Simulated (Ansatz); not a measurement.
# TaC: LAPW beside PAW, part 2 of 2

Aim: solve TaC at one geometry with full-potential LAPW, PAW on the default files and all-electron PAW on datasets made for the crystal, and see where they agree.

Ansatz 0.2.0; DFT PBEsol; a database cell (COD). «Crystal datasets» are all-electron PAW datasets made for this crystal. The steps go on from the part before.

**4. All-electron PAW on datasets made for the crystal**

The input, input.yaml:

```yaml
crystal:
  lattice:
    - [0.0, 2.227, 2.227]
    - [2.227, 0.0, 2.227]
    - [2.227, 2.227, 0.0]
  atoms:
    - { symbol: Ta, position: [0.0, 0.0, 0.0] }
    - { symbol: C, position: [0.5, 0.5, 0.5] }
kpoints:
  mp_grid: { grid: [13, 13, 13] }
  band_path:
    path:
      - [0.0, 0.0, 0.0]
      - [0.5, 0.0, 0.5]
      - [0.625, 0.25, 0.625]
      - [0.375, 0.375, 0.75]
      - [0.0, 0.0, 0.0]
      - [0.5, 0.5, 0.5]
      - [0.5, 0.25, 0.75]
      - [0.5, 0.0, 0.5]
    npoints: 8
scf:
  occupations: { method: fermi_dirac, width: 0.08 }
hamiltonian:
  xc: pbesol
  pseudopotentials: { kind: all_electron, datasets: crystal }
output:
  forces: true
  stress: true
  eigenvalues: true
  efg: { contact_densities: true }
```

Launch:

```
> ansatz run input.yaml --threads 1 --pin off --max-ram 3072MiB --backend cpu --events-out ev --progress --plain --runs-dir out
```

What it wrote:

```text
hamiltonian.pseudopotentials.datasets: crystal makes datasets for this crystal and solves the spheres of its atoms anew in each pass: cutoff 460.0 eV, the density's 1840.0 eV; for an error of 0.50 meV an atom under PBE, 1.0 meV for the cell; an energy difference from a run of another recipe may be off by several times the error for the cell, under r2SCAN by more, where some 0.1 meV an atom stays at smaller errors; C in spheres of 0.878 Å, 4 of its electrons in bands; Ta in spheres of 1.344 Å, 27 of its electrons in bands
band count auto-derived: 22 (N_el = 31.0; filled up to band 16; 20 by the electrons, moments and atoms)
Ta: output.efg is read without spin–orbit coupling, which moves field gradients at and beside such atoms by some per cent and up to a factor of two; PAW files take it under magnetization.noncollinear and magnetization.spin_orbit
Engine: ansatz 0.2.0
Pseudopotentials: kind: all_electron
Pseudopotential: Ta, paw, valence charge 27, recommended cutoff 460 eV (normal), Koelling and Harmon's equation, gaussian nucleus
Pseudopotential: C, paw, valence charge 4, recommended cutoff 460 eV (normal), Koelling and Harmon's equation, gaussian nucleus
Functional definition: PBEsol
  exchange = pbesol_x
  correlation = pbesol_c
Crystal: 2 atoms, lattice volume = 22.090 Å³
Basis set: ecut = 460 eV, 531 PW (Γ), exchange–correlation on 48×48×48 points (8 copies of the dense FFT grid, shifted against one another)
Bands: 22, of which v1, the nominal top of the filled ones, is band 16 counted from 1 (15 counted from 0)
Symmetry: 48 space group operations
Space group: Fm-3m (ITA 225), of the structure as read, at distance tolerance 2.8e-5 Å
k-points: 84 of 2197
Non-local potential: Ta, projectors of the file, l = 0: 2, l = 1: 2, l = 2: 1, l = 3: 2
Non-local potential: C, projectors of the file, l = 0: 1, l = 1: 1
PAW form: soft (Blöchl's): semilocal exchange-correlation on the pseudo side does not see the compensation charge
PAW one-centre angular grid: Ta, 590 points (default); XC on its mesh's 1815 points in the sphere
PAW one-centre angular grid: C, 110 points (default); XC on its mesh's 1927 points in the sphere
Initial density: superposition of atomic densities (neutral atoms: chi_scale 0, normalization atom)
Initial wavefunctions: pseudopotential atomic-orbital guess
Functional: x = pbesol(κ = 0.804, μ = 0.12345679012345678), c = pbesol(β = 0.046)
iter 1 solved again at ethr=3.99e-2 eV; its pass at ethr=1.00e-1 eV (dr2=1.24e1 eV) is discarded
SCF iter   1: F=—  HF=-425480.486856 eV  |F-HF|=—  |Δ(HF+E_count)|=         —  Δρ=1.94e-1  dr2=1.19e1  ethr=3.99e-2  ⟨swp⟩=2.0  Hψ=9453  notcnv=0
preconditioner: auto → Kerker (q_TF=auto, 2.887 Å⁻¹)  [metal: Δε(μ)=0.079 eV  Ē_g=24.309 eV  σ=0.080 eV  W_gap=0.23  n_scr=14 (ndim 8)  ℏωp=42.5 eV  f_vac=0.000  D(μ)=0.62/eV (n_scr^D=0)]
SCF iter   2: F=—  HF=-425477.975741 eV  |F-HF|=—  |Δ(HF+E_count)|=    2.51e0  Δρ=8.11e-2  dr2=2.12e0  ethr=3.83e-2  ⟨swp⟩=2.5  Hψ=3760  notcnv=0
iter 3 solved again at ethr=3.44e-4 eV; its pass at ethr=6.84e-3 eV (dr2=1.07e-1 eV) is discarded
SCF iter   3: F=—  HF=-425477.318750 eV  |F-HF|=—  |Δ(HF+E_count)|=   6.57e-1  Δρ=2.69e-2  dr2=1.07e-1  ethr=3.44e-4  ⟨swp⟩=2.0  Hψ=7358  notcnv=0  defer=1
SCF iter   4: F=—  HF=-425477.334594 eV  |F-HF|=—  |Δ(HF+E_count)|=   1.58e-2  Δρ=1.55e-2  dr2=2.78e-2  ethr=3.44e-4  ⟨swp⟩=3.0  Hψ=3940  notcnv=0
SCF iter   5: F=—  HF=-425477.353754 eV  |F-HF|=—  |Δ(HF+E_count)|=   1.92e-2  Δρ=3.52e-3  dr2=1.28e-3  ethr=8.98e-5  ⟨swp⟩=3.0  Hψ=5192  notcnv=0
SCF iter   6: F=—  HF=-425477.352206 eV  |F-HF|=—  |Δ(HF+E_count)|=   1.55e-3  Δρ=1.00e-3  dr2=1.48e-4  ethr=4.12e-6  ⟨swp⟩=3.0  Hψ=4374  notcnv=0
SCF iter   7: F=—  HF=-425477.353222 eV  |F-HF|=—  |Δ(HF+E_count)|=   1.02e-3  Δρ=2.97e-4  dr2=1.36e-5  ethr=4.78e-7  ⟨swp⟩=3.0  Hψ=5373  notcnv=0
SCF iter   8: F=—  HF=-425477.353172 eV  |F-HF|=—  |Δ(HF+E_count)|=   4.94e-5  Δρ=7.67e-5  dr2=1.35e-6  ethr=4.40e-8  ⟨swp⟩=2.7  Hψ=3253  notcnv=0
SCF iter   9: F=—  HF=-425477.353172 eV  |F-HF|=—  |Δ(HF+E_count)|=   2.38e-7  Δρ=7.24e-6  dr2=1.03e-8  ethr=4.36e-9  ⟨swp⟩=3.0  Hψ=3438  notcnv=0
SCF iter  10: F=-425477.353172 eV  HF=-425477.353172 eV  |F-HF|=1.92e-9  |Δ(HF+E_count)|=   1.40e-8  Δρ=1.93e-6  dr2=1.08e-9  ethr=3.33e-11  ⟨swp⟩=3.0  Hψ=3942  notcnv=0
SCF 1 converged in 10 iterations: F = -425477.353172 eV  dr2 = 1.08e-9
  Residual-converged pass: ⟨swp⟩=2.0  Hψ=2357  notcnv=0  max |occ|·‖R‖ = 5.3e-6 eV (tolerance 5.3e-6 eV)  dr2=1.07e-9  dr2_onsite=3.47e-9  max |Δocc| = 8.8e-11
NSCF: frozen V_eff on 57 k-points
SCF converged after 10 iterations
Free energy (F): -425477.353172 eV
Harris-Foulkes:  -425477.353172 eV  (|F-HF|=1.92e-9)
Internal energy: -425477.342995 eV  (E = F + TS)
E sigma→0 (E₀):  -425477.348084 eV
Entropy (-TS):   -0.010178 eV (-5.089 meV/atom)
Past the cutoff: the bands carry plane waves up to 1.75 times it, of which those up to 1.5 times it add -0.000277 eV an atom, each by itself; the spheres take 0.000205 eV an atom off the energy for waves past 1.75 times it
By the cutoff:   a pressure is off by up to 0.008 GPa (1.2 times the spheres' own share and the shells' term, over an atom's volume, and 0.004 GPa: a bound that held against runs at twice the plane waves)
Past the cutoffs: a stress includes 0.0035 GPa for waves and charges beyond them, in addition to the slope of what the spheres take
In the spheres:  the bands' charges fall short by 6.7e-7 e at most (sound up to 1e-3)
Fermi energy:    25.000488 eV
--- Per-component energies (eV) ---
  The terms above E_closure are by the made datasets' own strengths, without shells solved beside the bands.
--- Forces (eV/Å), atoms counted from 1 ---
  atom   1  Ta    -0.00000000     0.00000000     0.00000000
  atom   2  C      0.00000000    -0.00000000     0.00000000
  max |Σ_I F_I| component: 2.24e-30 eV/Å
--- Stress (GPa, compression-positive) ---
       -3.381264       0.000000       0.000000
       -0.000000      -3.381264       0.000000
        0.000000       0.000000      -3.381264
  P = ⅓ Tr σ = -3.3813 GPa (-33.813 kbar)
--- PAW observables at the nuclei: V_zz in 10²¹ V/m², potentials from the cell's mean, atoms counted from 1 ---
  atom   1  Ta V_zz =    +0.000000   η = 0.0000   by run symmetry: forbidden
            electrostatic potential = -14497.546369 V   contact ρ = 8140159.185765 e/Å³
  atom   2  C  V_zz =    -0.000000   η = 0.0000   by run symmetry: forbidden
            electrostatic potential = -429.718986 V   contact ρ = 861.469189 e/Å³
--- Band table (eV; the first three rows and the last of 84) ---
  k-point 0: bands = ["-43.6968", "-9.9707", "-9.9707", "-9.9707", "4.5114", "4.5127", "4.5127", "4.5127", "4.5604", "4.5604", "4.5604", "10.2222", "23.6362", "23.6362", "23.6362", "24.5480", "24.5480", "24.5480", "25.6368", "25.6368", "31.5698"]
  k-point 1: bands = ["-43.6941", "-10.0147", "-9.9751", "-9.9751", "4.5117", "4.5132", "4.5145", "4.5145", "4.5584", "4.5584", "4.5605", "10.3900", "22.8340", "23.2305", "23.2305", "24.1397", "24.1397", "24.9997", "26.7822", "26.7822", "31.8924"]
  k-point 2: bands = ["-43.6867", "-10.1350", "-9.9873", "-9.9873", "4.5094", "4.5175", "4.5194", "4.5194", "4.5529", "4.5529", "4.5608", "10.8740", "21.5167", "22.1218", "22.1218", "24.4989", "24.4989", "25.4640", "28.5009", "28.5009", "32.6741"]
  k-point 83: bands = ["-43.6347", "-10.4530", "-10.3940", "-10.2223", "4.5256", "4.5286", "4.5317", "4.5335", "4.5388", "4.5410", "4.5456", "13.2678", "19.4280", "19.9937", "20.2303", "26.2365", "26.9087", "29.1149", "30.0646", "31.5624", "37.3409"]
```

Run time: 16 s. Hardware: 1 thread of Intel Xeon Platinum 8488C (Sapphire Rapids), shared host; peak memory 0.59 GiB.

Read from it: pressure -3.38 GPa; no gap.

```
atom  contact density (e/Å³)
 Ta1                 8140159
  C2                861.4692
```

**5. Comparison**

| method | pressure (GPa) | SCF cycles, all passes |
| --- | --- | --- |
| LAPW | -3.38 | 10 |
| PAW | -3.24 | 6 |
| crystal datasets | -3.38 | 10 |

**6. Results**

This closing draws on all 2 parts.

```
           quantity                                              value
           pressure  LAPW -3.38, PAW -3.24, crystal datasets -3.38 GPa
         gap (LAPW)                                               none
Bader charges (PAW)                              Ta1 +1.87, C2 -1.87 e
  highest ELF (PAW)                                0.78, 0.70 Å from C
```

**Reading.** At this geometry the cell is under tension of 3.4 GPa, so it would shrink if let go. With 49 electrons in the bands of a cell, and no spin, a band must be partly filled: it is a metal at this level. Within 0.3 eV of the Fermi level the largest projected share is Ta 5d (71 %). The projection holds only the free atom's occupied shells (Ta 6s, Ta 5d, C 2s, C 2p in this range). PAW lies +0.14 GPa from LAPW in pressure. Spin-orbit coupling is left out, though the cell holds Ta; in elements this heavy it can shift bands and gaps by tenths of an eV.
